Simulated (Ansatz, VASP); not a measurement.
One calculation of Mo, two programs

File INCAR:

```
  PREC = Accurate
  ENCUT = 520
  EDIFF = 1E-6
  ISMEAR = 0
  SIGMA = 0.1
  LREAL = F
  LASPH = T
  NELM = 100
  ALGO = Normal
  ISIF = 2
  LWAVE = F
  LCHARG = F
  GGA = PE
  NBANDS = 21
```

The input KPOINTS:

```
Automatic mesh
0
Gamma
  8 8 6
```

The input POSCAR:

```
Mo
1.0
    1.3259059712     -3.8602750492      0.0000000000
    1.3259059712      3.8602750492      0.0000000000
   -0.1126013422      0.0000000000      3.1924613671
Mo
2
Direct
    0.8690000000      0.1310000000      0.2500000000
    0.1310000000      0.8690000000      0.7500000000
```

Input for Ansatz:

```yaml
crystal:
  lattice:
    - [1.3259059712, -3.8602750492, 0.0]
    - [1.3259059712, 3.8602750492, 0.0]
    - [-0.1126013422, 0.0, 3.1924613671]
  atoms:
    - { symbol: Mo, position: [0.869, 0.131, 0.25] }
    - { symbol: Mo, position: [0.131, 0.869, 0.75] }
basis:
  ecutwfc: 420
kpoints:
  mp_grid: { grid: [8, 8, 6] }
hamiltonian:
  xc: pbe
scf:
  occupations: { method: gaussian, width: 0.1 }
  lower_state_search: "off"
output:
  forces: true
  stress: true
  eigenvalues: true
```

Alike in both runs: task single point; functional PBE; k mesh 8 × 8 × 6; occupations gaussian, width 0.1 eV; no spin polarisation.

```csv
,VASP,Ansatz
version,VASP 6.6.1,Ansatz 0.2.0
potentials or method,"VASP PAW PBE potentials, release 64 (Mo_sv)","scalar-relativistic, plane waves, PAW"
plane-wave cutoff (eV),520,420
valence electrons in the cell,28,28
```

|  | VASP | Ansatz | Ansatz less VASP |
| --- | --- | --- | --- |
| gap on the k mesh at the Fermi level (eV) | none | none | - |
| pressure (GPa) | 6.4 | 5.8 | -0.51 |
| largest component of the traceless stress (GPa) | 9.35 | 9.30 | -0.057 |
| rms of the force components (eV/Å) | 0.071 | 0.080 | +0.0086 |

Atom by atom the forces differ by 0.009 eV/Å (rms over components). A gap of «none» marks a metal or a gap that the smearing closes.
